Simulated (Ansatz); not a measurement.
**ZnS (CsCl type): how the settings move a single-point run**

How sensitive is a single-point run of ZnS (CsCl type) to its settings? A reference run comes first, then one run with altered input.

Program: Ansatz 0.2.0. Level of theory: reference: DFT, PBE, norm-conserving pseudopotentials, Ansatz's default files, scalar-relativistic. These are calculated values, not measurements.

## (1) The starting structure

It takes space group Pm-3m (No. 221, cubic). The conventional cell has a = 2.968 Å, b = 2.968 Å, c = 2.968 Å, α = 90.00°, β = 90.00°, γ = 90.00°. Zn (site symmetry m-3m) has 8 S at 2.57 Å as nearest neighbours. S (site symmetry m-3m) has 8 Zn at 2.57 Å as nearest neighbours.

As a file:

```
Zn S
1.0
     2.96826    0.00000    0.00000
     0.00000    2.96826    0.00000
     0.00000    0.00000    2.96826
Zn S
1 1
Direct
  0.00000 0.00000 0.00000
  0.50000 0.50000 0.50000
```

## (2) Reference

File input.yaml:

```yaml
crystal:
  lattice:
    - [2.968260179, 0.0, 0.0]
    - [0.0, 2.968260179, 0.0]
    - [0.0, 0.0, 2.968260179]
  atoms:
    - { symbol: Zn, position: [0.0, 0.0, 0.0] }
    - { symbol: S, position: [0.5, 0.5, 0.5] }
kpoints:
  mp_grid: { grid: [15, 15, 15] }
scf:
  occupations: { method: fermi_dirac, width: 0.1 }
hamiltonian:
  xc: pbe
  pseudopotentials: { kind: nc }
output:
  forces: true
  stress: true
  eigenvalues: true
```

Started as:

```bash
$ ansatz run input.yaml --threads 1 --pin off --max-ram 2048MiB --backend cpu --events-out ev --progress --plain --runs-dir out
```

## (3) Changing settings: chi_scale 0.1, pseudopotentials.accuracy standard, ecutrho_ratio 12

input.yaml, as its differences from that of step 2:

```diff
@@ -12,5 +12,6 @@
   occupations: { method: fermi_dirac, width: 0.1 }
+  initial_density: { chi_scale: 0.1 }
 hamiltonian:
   xc: pbe
-  pseudopotentials: { kind: nc }
+  pseudopotentials: { kind: nc, accuracy: standard }
 output:
@@ -19 +20,3 @@
   eigenvalues: true
+basis:
+  ecutrho_ratio: 12
```

What does the calculation give? Wanted: for each run, ending; energy change; pressure; gap; force.

**Answer**, as computed:

```csv
run,ending,energy change,pressure (GPa),gap (eV),force (eV/Å),cycles,time
reference,converged,-,27.7,0.00,0.00,7,5.2 s
"1: chi_scale 0.1, pseudopotentials.accuracy standard, ecutrho_ratio 12",converged,not comparable,27.6,0.00,0.00,7,5.7 s
```

Residual by cycle in the longest SCF loop of each run; runs are numbered as in the table. The quantity is the density residual dr2, in eV.

```csv
cycle,reference,run 1
1,0.274,0.274
2,0.0277,0.0277
3,0.00271,0.00271
4,4.8e-4,4.8e-4
5,3.3e-6,3.3e-6
6,1.1e-7,9.7e-8
7,1.3e-10,9.0e-11
```

What this shows: A change of potentials puts the total energy on another scale; pressure, gap, moments and forces, where computed, barely move. Semilocal functionals close small gaps, so the missing gap need not be the real solid's. The structure is not at rest: the sound run finds 28 GPa, so these are no properties of the relaxed crystal. 
